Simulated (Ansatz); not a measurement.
HfO2 under pressure

Level of theory: Ansatz 0.2.0, DFT PBEsol, scalar-relativistic, plane waves, PAW. Settings: 420 eV plane-wave cutoff, Γ-centred 8×8×8 mesh, fixed occupations. No spin polarisation. Phonons by linear response, acoustic sum rule imposed.

Relaxed structure:
```yaml
crystal:
  lattice:
    - [0.00000, 2.52188, 2.52188]
    - [2.52188, 0.00000, 2.52188]
    - [2.52188, 2.52188, 0.00000]
  atoms:
    - { symbol: Hf, position: [0.00000, 0.00000, 0.00000] }
    - { symbol: O, position: [0.25000, 0.25000, 0.25000] }
    - { symbol: O, position: [0.75000, 0.75000, 0.75000] }
```

Spin–orbit coupling is left out, which matters for heavy elements.

Problem. The cell is relaxed again at -3 and -1 and 1 and 3 and 4 and 6 and 8 and 9 and 12 and 15 and 16 and 25 and 30 and 50 GPa. How do volume, gap and optical modes at Γ (cm⁻¹, counted from the lowest optical one; a degenerate one stands once) change?

Solution.
```tsv
	0 GPa	-3 GPa	-1 GPa	1 GPa	3 GPa	4 GPa	6 GPa	8 GPa	9 GPa	12 GPa	15 GPa	16 GPa	25 GPa	30 GPa	50 GPa
V/V0	1.000	1.012	1.004	0.996	0.989	0.985	0.979	0.972	0.969	0.959	0.950	0.947	0.923	0.911	0.869
gap (eV)	3.69	3.66	3.68	3.70	3.71	3.72	3.74	3.75	3.76	3.78	3.80	3.81	3.87	3.89	3.99
ε∞, mean	5.38	5.38	5.38	5.38	5.37	5.37	5.37	5.37	5.37	5.37	5.37	5.37	5.37	5.37	5.39
mode 1	236	224	232	240	247	251	258	265	268	278	287	290	315	328	373
mode 4	580	570	577	583	590	593	599	605	608	617	626	629	653	666	713
```

This fluorite-type form isn't the usual stable structure of the compound at low pressure.